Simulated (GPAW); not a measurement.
# A GW chain in GPAW: CdTe (F-43m)

How does a plane-wave GW calculation on CdTe (F-43m) run from the first input to the gap?

Calculated with GPAW 26.7.0; LDA and many-body steps on it, plane waves.

Most raw output is cut from this account.

The database entry behind the starting cell differs from later determinations by our own check (an axis about 1.1 % short against later determinations), so it need not match the best structure at ambient conditions.

### 1. Set-up

It takes space group F-43m (No. 216, cubic). Conventional cell: a = 6.410 Å, b = 6.410 Å, c = 6.410 Å, α = 90.00°, β = 90.00°, γ = 90.00°. Nearest to Cd lie 4 Te at 2.78 Å. Nearest to Te lie 4 Cd at 2.78 Å. Farther neighbours and most contacts between anions are not listed.

The cell and positions come from the Crystallography Open Database and are kept as given unless a step says otherwise. Spin-orbit coupling is left out unless a step names it.

### 2. Ground state

This step: GPAW 26.7.0; DFT, LDA, plane waves, PAW.

The ground-state density comes first.

run.py

```python
import json
import numpy as np
from gpaw.mpi import world
from ase import Atoms
from gpaw import GPAW, PW, FermiDirac

atoms = Atoms(['Cd', 'Te'],
    cell=[[0.0000000000, 3.2050000000, 3.2050000000],
      [3.2050000000, 0.0000000000, 3.2050000000],
      [3.2050000000, 3.2050000000, 0.0000000000]],
    scaled_positions=[[0.0000000000, 0.0000000000, 0.0000000000],
      [0.2500000000, 0.2500000000, 0.2500000000]],
    pbc=(True, True, True))
calc = GPAW(mode=PW(450),
    xc='LDA',
    kpts={'size': (6, 6, 6), 'gamma': True},
    occupations=FermiDirac(0.001),
    nbands=-7,
    convergence={'density': 1e-6, 'bands': -3},
    maxiter=100,
    txt='gs.txt')
atoms.calc = calc
res = {'energy': atoms.get_potential_energy()}
kpts = calc.get_ibz_k_points()
res['kpts'] = kpts
res['eigenvalues'] = [calc.get_eigenvalues(kpt=k) for k in range(len(kpts))]
res['n_electrons'] = calc.get_number_of_electrons()
calc.write('gs.gpw')

if world.rank == 0:
    with open('result.json', 'w') as f:
        json.dump(res, f, default=lambda x: x.tolist())
```

Run with:

```sh
> mpirun -n 4 gpaw python run.py
```

The job ended after 4.9 s (4 MPI ranks of Intel Xeon Platinum 8488C (Sapphire Rapids), shared host; peak memory 0.66 GiB; 18 s of CPU time).

Numbers from this step:

- total energy: -6.297 eV
- gap: 0.6080 eV
- k of the valence top: 0, 0, 0
- k of the conduction bottom: 0, 0, 0
- least direct gap: 0.6080 eV

The gap is direct, at Γ.

### 3. Empty states on the mesh, 4×4×4 mesh, 284 bands

The sums over transitions need many empty states on a uniform mesh; this step solves for them.

run.py

```python
import json
import numpy as np
from gpaw.mpi import world
from gpaw import GPAW

calc = GPAW('gs.gpw').fixed_density(kpts={'size': (4, 4, 4), 'gamma': True},
    parallel={'domain': 1, 'band': 1},
    txt='nscf.txt')
calc.diagonalize_full_hamiltonian(nbands=284)
calc.write('full.gpw', mode='all')
res = {}
kpts = calc.get_ibz_k_points()
res['kpts'] = kpts
res['eigenvalues'] = [calc.get_eigenvalues(kpt=k) for k in range(len(kpts))]
res['n_electrons'] = calc.get_number_of_electrons()

if world.rank == 0:
    with open('result.json', 'w') as f:
        json.dump(res, f, default=lambda x: x.tolist())
```

Run with:

```sh
> mpirun -n 4 gpaw python run.py
```

Elapsed: 8.1 s, on 4 MPI ranks; peak memory 1.2 GiB.

Numbers from this step:

| Quantity | Value |
| --- | --- |
| gap | 0.6080 eV |
| k of the valence top | 0, 0, 0 |
| k of the conduction bottom | 0, 0, 0 |
| least direct gap | 0.6080 eV |
| k points computed | 8 |
| lowest point of the top converged band, above the valence top | 138.6609 eV |

On this mesh the gap is 0.608 eV.

### 4. Screening and self-energy, 4×4×4 mesh, 274 bands, screening to 150 eV

G0W0 replaces the xc potential by the self-energy, built once from these orbitals. Only a window of levels is corrected, while the sums run over the empty bands that the input names.

This step: G0W0 on LDA, plane waves, PAW.

run.py

```python
import json
import numpy as np
from gpaw.mpi import world
from gpaw.response.g0w0 import G0W0

gw = G0W0('full.gpw',
    filename='gw',
    kpts=[0],
    bands=(7, 11),
    ecut=150,
    nbands=274,
    integrate_gamma='WS',
    ppa=True)
gw.calculate()
res = {mode: {k: v for k, v in r.items() if k != 'sigma_eskwn'}
       for mode, r in gw.all_results.items()}

if world.rank == 0:
    with open('result.json', 'w') as f:
        json.dump(res, f, default=lambda x: x.tolist())
```

Run with:

```sh
> mpirun -n 4 gpaw python run.py
```

Run time: 75 s. Hardware: 4 MPI ranks; peak memory 1.5 GiB.

This step gave:

- G0W0 gap on the points computed: 1.542 eV
- least direct G0W0 gap on the computed points: 1.542 eV
- Z at the valence top: 0.7911
- Z at the conduction bottom: 0.8033
- starting gap on the mesh: 0.6080 eV
- k of the valence top: 0, 0, 0
- k of the conduction bottom: 0, 0, 0

The gap on the mesh goes from 0.61 eV to 1.54 eV, a correction of +0.93 eV.

Limits: finite bands, cutoff and mesh; no spin-orbit coupling; coarse k mesh. v1 is the top filled band, c1 the lowest empty one. Levels before and after the correction, in eV, zero at the valence-band top of each column:

```csv
,conduction bottom,valence top
Kohn-Sham,0.61,0.00
G0W0,1.54,0.00
```

```csv
,level,energy (eV)
Kohn-Sham,Γ v2-v1,0.000
Kohn-Sham,Γ c1,0.608
Kohn-Sham,Γ c2,4.490
G0W0,Γ v2-v1,0.000
G0W0,Γ c1,1.542
G0W0,Γ c2,5.143
```

### 5. Where the time went

Times are wall times on 4 MPI ranks of Intel Xeon Platinum 8488C (Sapphire Rapids), shared host, good to a factor of about two.

```csv
step,time,share,memory (GiB)
ground state,4.9 s,6 %,0.66
empty states on the mesh,8.1 s,9 %,1.2
screening and self-energy,75 s,85 %,1.5
```

### 6. What came out

| Quantity | Value |
| --- | --- |
| LDA gap | 0.61 eV, direct |
| G0W0 gap on the mesh | 1.54 eV |
| GW settings | 4×4×4 mesh, 274 bands, screening to 150 eV, Godby-Needs plasmon pole |
| known limits | not at the basis limit; no spin-orbit coupling; coarse k mesh |

**Reading.** G0W0 moves the gap on the mesh from 0.61 eV to 1.54 eV (+0.93 eV), with Z of 0.79 and 0.80 at the edges. Only 1 of the mesh's irreducible points was corrected, so a valley elsewhere could overtake. The dearest step here is «screening and self-energy». Bands and cutoff are finite, so the gap is not at the basis limit. The miss can reach some tenths of an eV and take either sign; the mesh is an error of its own. These stock PAW sets were not made for GW; the filled d or f shell of Te lies in the frozen core, which bears on start and correction. In the G0W0 run levels were corrected at 1 k point alone, so a gap called «on the mesh» is the least over those, and an edge elsewhere would be missed. The 4×4×4 mesh is coarse for this cell, which bears on the long-range parts of exchange and screening. The many-body steps are scalar-relativistic: spin-orbit coupling is not in them.

[Paths, hosts, dates, memory and timing lines, banners, echoed tables and standing remarks are left out of the program output.]

[Logs are printed without paths, hosts, clocks, repeated set-up lines and the standing remarks that a program may print on its own settings, such as how far it seeks lower states.]

[Runs of the session that timed out or met a known fault of the program may be left out.]

[Hosts, paths, dates, database ids (printed as entryN), source tags and the programs' standing remarks are cut or masked in the printed files.]
